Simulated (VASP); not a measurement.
# CoPtO2 (R-3m) in VASP: further runs

One crystal, CoPtO2, is run at these levels: PBE; tasks: single point.

All numbers are computed with VASP 6.6.1; they aren't measurements. Logs are shortened: lines on timing, memory, paths and dates and some standing lists are left out, and cuts for length are marked.

### Step 1. The crystal as given

Symmetry: R-3m, No. 166, trigonal system. The conventional cell has a = 2.825 Å, b = 2.825 Å, c = 17.818 Å, α = 90.00°, β = 90.00°, γ = 120.00°. Around Co (site symmetry -3m) lie 6 O at 1.90 Å. Around Pt (site symmetry -3m) lie 2 O at 2.00 Å. Around O (site symmetry 3m) lie 3 Co at 1.90 Å and 1 Pt at 2.00 Å.

The cell is a database's computed one.

### Step 2. Single point, PBE, collinear spin, typed start

The input, INCAR:

```
PREC = Accurate
ENCUT = 520
EDIFF = 1E-6
ISMEAR = 0
SIGMA = 0.1
LREAL = False
LASPH = True
NELM = 150
ALGO = Normal
ISIF = 2
LWAVE = False
LCHARG = False
ISPIN = 2
MAGMOM = 3 2 0 0
LORBIT = 11
LMAXMIX = 4
GGA = PE
NBANDS = 28
```

The input, KPOINTS:

```
regular mesh
0
Gamma
  9 9 9
```

The input, POSCAR:

```
CoPtO2
1.0
    1.4122699170      0.8153744170      5.9393891090
   -1.4122699170      0.8153744170      5.9393891090
    0.0000000000     -1.6307488340      5.9393891090
Co Pt O
1 1 2
Direct
    0.5000000000      0.5000000000      0.5000000000
    0.0000000000      0.0000000000      0.0000000000
    0.8877559700      0.8877559700      0.8877559700
    0.1122440300      0.1122440300      0.1122440300
```

Potentials or basis: VASP PAW PBE potentials, release 64 (Co, Pt, O).

The run is started by

```
> cat potpaw_PBE.64/Co/POTCAR potpaw_PBE.64/Pt/POTCAR potpaw_PBE.64/O/POTCAR > POTCAR
> mpirun -np 1 vasp_std > vasp.out
```

OUTCAR:

```text
PREC = Accurate
   ENCUT = 520
   EDIFF = 1E-6
   ISMEAR = 0
   LREAL = False
   LASPH = True
   NELM = 150
   ISIF = 2
   ISPIN = 2
   LORBIT = 11
   GGA = PE

 ion  position               nearest neighbor table
   1  0.500  0.500  0.500-   4 1.90   4 1.90   3 1.90   3 1.90   4 1.90   3 1.90
   2  0.000  0.000  0.000-   3 2.00   4 2.00
   3  0.888  0.888  0.888-   1 1.90   1 1.90   1 1.90   2 2.00
   4  0.112  0.112  0.112-   1 1.90   1 1.90   1 1.90   2 2.00

  LATTYP: Found a trigonal (rhomboedric) cell.
 ALAT       =     6.1591951379
 COS(alpha) =     0.8948480128

  Lattice vectors:

 A1 = (   1.4122699170,   0.8153744170,   5.9393891090)
 A2 = (  -1.4122699170,   0.8153744170,   5.9393891090)
 A3 = (   0.0000000000,  -1.6307488340,   5.9393891090)

Analysis of symmetry for initial positions (statically):
=====================================================================
 Subroutine PRICEL returns:
 Original cell was already a primitive cell.

 Routine SETGRP: Setting up the symmetry group for a
 trigonal (rhombohedral) supercell.

 Subroutine GETGRP returns: Found 12 space group operations
 (whereof 12 operations were pure point group operations)
 out of a pool of 12 trial point group operations.

The static configuration has the point symmetry D_3d.

Analysis of symmetry for dynamics (positions and initial velocities):
=====================================================================
 Subroutine PRICEL returns:
 Original cell was already a primitive cell.

 Routine SETGRP: Setting up the symmetry group for a
 trigonal (rhombohedral) supercell.

 Subroutine GETGRP returns: Found 12 space group operations
 (whereof 12 operations were pure point group operations)
 out of a pool of 12 trial point group operations.

The dynamic configuration has the point symmetry D_3d.

Analysis of structural, dynamic, and magnetic symmetry:
=====================================================================
 Subroutine PRICEL returns:
 Original cell was already a primitive cell.

 Routine SETGRP: Setting up the symmetry group for a
 trigonal (rhombohedral) supercell.

 Subroutine GETGRP returns: Found 12 space group operations
 (whereof 12 operations were pure point group operations)
 out of a pool of 12 trial point group operations.

The overall configuration has the point symmetry D_3d.

 Subroutine INISYM returns: Found 12 space group operations
 (whereof 12 operations are pure point group operations),
 and found     1 'primitive' translations

----------------------------------------------------------------------------------------

                                     Primitive cell

  volume of cell :      41.0363

  direct lattice vectors                    reciprocal lattice vectors
     1.412269917  0.815374417  5.939389109     0.354039971  0.204405072  0.056122495
    -1.412269917  0.815374417  5.939389109    -0.354039971  0.204405072  0.056122495
     0.000000000 -1.630748834  5.939389109     0.000000000 -0.408810145  0.056122495

  length of vectors
     6.159195138  6.159195138  6.159195138     0.412644482  0.412644482  0.412644482

  position of ions in fractional coordinates (direct lattice)
     0.500000000  0.500000000  0.500000000
     0.000000000  0.000000000  0.000000000
     0.887755970  0.887755970  0.887755970
     0.112244030  0.112244030  0.112244030

  ion indices of the primitive-cell ions
   primitive index   ion index
                 1           1
                 2           2
                 3           3
                 4           4

----------------------------------------------------------------------------------------

 KPOINTS: regular mesh

Automatic generation of k-mesh.
 Grid dimensions read from file:
 generate k-points for:    9    9    9

 Generating k-lattice:

  Cartesian coordinates                     Fractional coordinates (reciprocal lattice)
     0.039337775  0.022711675  0.006235833     0.111111111  0.000000000  0.000000000
    -0.039337775  0.022711675  0.006235833     0.000000000  0.111111111  0.000000000
     0.000000000 -0.045423349  0.006235833     0.000000000  0.000000000  0.111111111

  Length of vectors
     0.045849387  0.045849387  0.045849387

  Shift w.r.t. Gamma in fractional coordinates (k-lattice)
     0.000000000  0.000000000  0.000000000

 Subroutine IBZKPT returns following result:
 ===========================================

 Found     85 irreducible k-points:

 Following reciprocal coordinates:
            Coordinates               Weight
  0.000000  0.000000  0.000000      1.000000
  0.111111 -0.000000 -0.000000      6.000000
  0.222222 -0.000000 -0.000000      6.000000
  0.333333 -0.000000 -0.000000      6.000000
  0.444444 -0.000000 -0.000000      6.000000
  0.111111  0.111111 -0.000000      6.000000
[... 16 lines left out ...]
 -0.333333  0.333333  0.000000      6.000000
  0.444444  0.444444 -0.000000      6.000000
 [... further k-points ...]
   k-points           NKPTS =     85   k-points in BZ     NKDIM =     85   number of bands    NBANDS=     28
   number of dos      NEDOS =    301   number of ions     NIONS =      4
   total plane-waves  NPLWV = 110592
   dimension x,y,z NGX =    48 NGY =   48 NGZ =   48
   dimension x,y,z NGXF=    96 NGYF=   96 NGZF=   96
   ions per type =               1   1   2
   NGX,Y,Z   is equivalent  to a cutoff of  12.96, 12.96, 12.96 a.u.
   NGXF,Y,Z  is equivalent  to a cutoff of  25.91, 25.91, 25.91 a.u.
 SYSTEM =  unknown system
   PREC   = accura    normal or accurate (medium, high low for compatibility)
   ISTART =      0    job   : 0-new  1-cont  2-samecut
   ICHARG =      2    charge: 1-file 2-atom 10-const
   ISPIN  =      2    spin polarized calculation?
   LNONCOLLINEAR =      F non collinear calculations
   LSORBIT =      F    spin-orbit coupling
   LASPH  =      T    aspherical Exc in radial PAW
   ENCUT  =  520.0 eV  38.22 Ry    6.18 a.u.  11.45 11.45 11.45*2*pi/ulx,y,z
   NELM   =    150;   NELMIN=  2; NELMDL= -5     # of ELM steps
   EDIFF  = 0.1E-05   stopping-criterion for ELM
   LREAL  =      F    real-space projection
[... 7 lines left out ...]
   TEBEG  =    0.0;   TEEND  =   0.0 temperature during run
   PSTRESS=    0.0 pullay stress
   NELECT =      31.0000    total number of electrons
   NUPDOWN=      -1.0000    fix difference up-down
   EMIN   =  10.00;   EMAX   =-10.00  energy-range for DOS
   EFERMI =   0.00;   METHOD = LEGACY
   ISMEAR =     0;   SIGMA  =   0.10  broadening in eV -4-tet -1-fermi 0-gaus
   EFERMI_NEDOS =   21; number of points for ismear=-14 and -15
   IALGO  =     38    algorithm
   IMIX   =      4    mixing-type and parameters
     AMIX     =   0.40;   BMIX     =  1.00
     AMIX_MAG =   1.60;   BMIX_MAG =  1.00
  volume/ion in A,a.u.               =      10.26        69.23
  Fermi-wavevector in a.u.,A,eV,Ry     =   1.490983  2.817550 30.246177  2.223031
  Thomas-Fermi vector in A             =   2.603696
   LORBIT       =     11    0 simple, 1 ext, 2 COOP (PROOUT), +10 PAW based schemes
   GGA     = PE    functional components
   LHFCALC =     F    Hartree Fock is set to
   AEXX    =    0.0000 exact exchange contribution
   IVDW    =     0    specifies the selected vdW correction
   LEPSILON=     F    determine dielectric tensor
   LRPA    =     F    only Hartree local field effects (RPA)
 spin polarized calculation
 Gauss-broadening in eV      SIGMA  =   0.10
  energy-cutoff  :      520.00
  volume of cell :       41.04
 maximum number of plane-waves:      1121
 NGX is ok and might be reduce to    48
   NGX = 23   NGY = 23   NGZ = 23

 number of electron      30.9999999 magnetization      -0.0296867

 number of electron      30.9999999 magnetization       0.0000203

 Free energy of the ion-electron system (eV)
  ---------------------------------------------------
  ext. energy  EPLUGINS =         0.00000000
  ---------------------------------------------------
  free energy    TOTEN  =       -26.44293382 eV

  energy without entropy =      -26.43747958  energy(sigma->0) =      -26.44020670

 E-fermi :   8.9627     XC(G=0): -12.6832

 val. band max:        8.9396702699   @ k =  -0.3333  -0.3333   0.1111
 cond. band min:       8.9639382625   @ k =   0.4444   0.3333  -0.0000
 fundamental gap:      0.0242679926
 Fermi energy:         8.9626566646

 spin component 1

 k-point     1 :       0.0000    0.0000    0.0000
  band No.  band energies     occupation
      1     -12.8252      1.00000
      2     -10.9246      1.00000
      3      -0.8987      1.00000
      4       1.6109      1.00000
      5       2.2741      1.00000
      6       2.2741      1.00000
[... 19 lines left out ...]
     26      27.1504      0.00000
     27      30.3578      0.00000
[... 667 lines left out ...]
      5       1.6551      1.00000
      6       2.6252      1.00000
[... 19 lines left out ...]
     26      24.4846      0.00000
     27      25.1987      0.00000

 [... further k-points ...]

 spin component 2

 k-point     1 :       0.0000    0.0000    0.0000
  band No.  band energies     occupation
      1     -12.8251      1.00000
      2     -10.9244      1.00000
      3      -0.8988      1.00000
      4       1.6111      1.00000
      5       2.2741      1.00000
      6       2.2741      1.00000
[... 19 lines left out ...]
     26      27.1503      0.00000
     27      30.3576      0.00000
[... 667 lines left out ...]
      5       1.6552      1.00000
      6       2.6252      1.00000
[... 19 lines left out ...]
     26      24.4846      0.00000
     27      25.1988      0.00000

 [... further k-points ...]

 [bands above 27 left out]

------------------------ aborting loop because EDIFF is reached ----------------------------------------

  FORCE on cell =-STRESS in cart. coord.  units (eV):
  Direction    XX          YY          ZZ          XY          YZ          ZX
  --------------------------------------------------------------------------------------
  -------------------------------------------------------------------------------------
  Total        1.6029652      1.6029652      1.8587588      0.0000000      0.0000000      0.0000000
  in kB       62.5845116     62.5845116     72.5714494      0.0000000      0.0000000      0.0000000
  external PRESSURE =      65.9134909 kB  Pullay stress =       0.0000000 kB

 VOLUME and BASIS-vectors are now :
 -----------------------------------------------------------------------------
  energy-cutoff  :      520.00
  volume of cell :       41.04
      direct lattice vectors                 reciprocal lattice vectors
     1.412269917  0.815374417  5.939389109     0.354039971  0.204405072  0.056122495
    -1.412269917  0.815374417  5.939389109    -0.354039971  0.204405072  0.056122495
     0.000000000 -1.630748834  5.939389109     0.000000000 -0.408810145  0.056122495

 POSITION                                       TOTAL-FORCE (eV/Angst)
 -----------------------------------------------------------------------------------
      0.00000      0.00000      8.90908         0.000000      0.000000     -0.000000
      0.00000      0.00000      0.00000         0.000000      0.000000     -0.000000
      0.00000      0.00000     15.81818         0.000000      0.000000      0.073984
      0.00000      0.00000      1.99998         0.000000     -0.000000     -0.073984
 -----------------------------------------------------------------------------------
    total drift:                                0.000000      0.000000     -0.000000

  FREE ENERGIE OF THE ION-ELECTRON SYSTEM (eV)
  ---------------------------------------------------
  free  energy   TOTEN  =       -26.4429338160 eV

  energy  without entropy=      -26.4374795767  energy(sigma->0) =      -26.44020670

 total charge

# of ion       s       p       d       tot
------------------------------------------
    1        0.431   0.668   7.368   8.467
    2        0.646   0.565   8.021   9.231
    3        1.558   3.458   0.000   5.016
    4        1.558   3.458   0.000   5.016
--------------------------------------------------
tot          4.195   8.147  15.389  27.731

 magnetization (x)

# of ion       s       p       d       tot
------------------------------------------
    1       -0.000  -0.000  -0.000  -0.000
    2        0.000   0.000  -0.000  -0.000
    3       -0.000   0.000   0.000   0.000
    4       -0.000   0.000   0.000   0.000
--------------------------------------------------
tot         -0.000   0.000  -0.000  -0.000
```

Wall time 11 min (1 thread of Intel Xeon Platinum 8488C (Sapphire Rapids), shared host); peak memory 0.51 GiB.

Results:

```yaml
Free_energy: -26.4429 eV
Pressure: 6.6 GPa
Largest_force: 0.074 eV/Å
Band_gap_on_the_k_mesh: none (metal or under the smearing width)
Net_moment: 0.00 μB per cell
Valence_electrons_inside_the_program's_atomic_spheres: Co 8.47; Pt 9.23; O 5.02
```

Forces on the atoms (eV/Å):
```
Co   0.000  0.000  0.000
Pt   0.000  0.000  0.000
O    0.000  0.000  0.074
O    0.000  0.000 -0.074
```

Stress tensor (GPa, compression positive):
```
6.26 0.00 0.00
0.00 6.26 0.00
0.00 0.00 7.26
```

Levels at points of the mesh, in eV from the Fermi level:
Spin up:
```
           k point  band 13  band 14  band 15  band 16  band 17  band 18  band 19  band 20
(0.00, 0.00, 0.00)    -2.13    -1.83    -1.83    -1.69     1.70     1.70     2.56     5.31
```
Spin down:
| k point | band 13 | band 14 | band 15 | band 16 | band 17 | band 18 | band 19 | band 20 |
| --- | --- | --- | --- | --- | --- | --- | --- | --- |
| (0.00, 0.00, 0.00) | -2.13 | -1.83 | -1.83 | -1.69 | 1.70 | 1.70 | 2.56 | 5.32 |

Caveat: the starting moments collapsed, and a magnetic state may lie lower; semilocal functionals often make such compounds metallic where correlation or magnetic order opens a gap, which also shifts bond lengths. The run has no spin-orbit coupling, so splittings on Pt are missing.

### Step 3. Single point, PBE

This run uses another cell than the first one, of 10.52 Å³/atom, 1.025 times its volume.

The input, INCAR:

```
SYSTEM = CoPtO2
  PREC = Accurate
  ENCUT = 520
  EDIFF = 1E-6
  ISMEAR = 0
  SIGMA = 0.1
  LREAL = .False.
  LASPH = .True.
  NELM = 100
  ALGO = Fast
  ISIF = 2
  LWAVE = .False.
  LCHARG = .False.
  GGA = PE
  NBANDS = 24
```

The input, KPOINTS:

```
regular mesh
0
Gamma
  18 18 18
  0 0 0
```

The input, POSCAR:

```
CoPtO2
1.0
    1.4274406293      0.8241332316      5.9610290196
   -1.4274406293      0.8241332316      5.9610290196
    0.0000000000     -1.6482664631      5.9610290196
Co Pt O
1 1 2
Direct
    0.5000000000      0.5000000000      0.5000000000
    0.0000000000      0.0000000000      0.0000000000
    0.8876514209      0.8876514209      0.8876514209
    0.1123485791      0.1123485791      0.1123485791
```

Potentials or basis: VASP PAW PBE potentials, release 64 (Co, Pt, O).

The run is started by

```
> cat potpaw_PBE.64/Co/POTCAR potpaw_PBE.64/Pt/POTCAR potpaw_PBE.64/O/POTCAR > POTCAR
> mpirun -np 1 vasp_std > vasp.out
```

Wall time 31 min (1 thread of AMD EPYC 9R14 (Zen 4), shared host); peak memory 0.79 GiB.

It converged, with:

```yaml
Free_energy: -26.4557 eV
Pressure: 0.1 GPa
Largest_force: 0.019 eV/Å
Band_gap_on_the_k_mesh: none (metal or under the smearing width)
```

Forces on the atoms (eV/Å):
```
Co   0.000  0.000  0.000
Pt   0.000  0.000  0.000
O    0.000  0.000  0.019
O    0.000  0.000 -0.019
```

Stress tensor (GPa, compression positive):
```
-0.07  0.00  0.00
 0.00 -0.07  0.00
 0.00  0.00  0.36
```

Levels at points of the mesh, in eV from the Fermi level:
```csv
k point,band 13,band 14,band 15,band 16,band 17,band 18,band 19,band 20
"(0.00, 0.00, 0.00)",-1.86,-1.54,-1.54,-1.44,1.83,1.83,2.74,5.58
"(0.50, 0.00, 0.00)",-1.21,-0.98,0.05,0.98,1.29,1.30,2.58,6.96
"(0.50, 0.50, 0.00)",-1.21,-1.02,0.05,0.14,1.71,2.16,2.59,7.60
"(0.50, 0.50, 0.50)",-1.78,-0.84,-0.69,-0.69,1.41,1.41,3.98,4.53
```

Caveat: an odd number of electrons without spin polarisation forces a metal; a magnetic or distorted state may lie lower; the run has no spin polarisation, though such a crystal can be magnetic; semilocal functionals often make such compounds metallic where correlation or magnetic order opens a gap, which also shifts bond lengths.
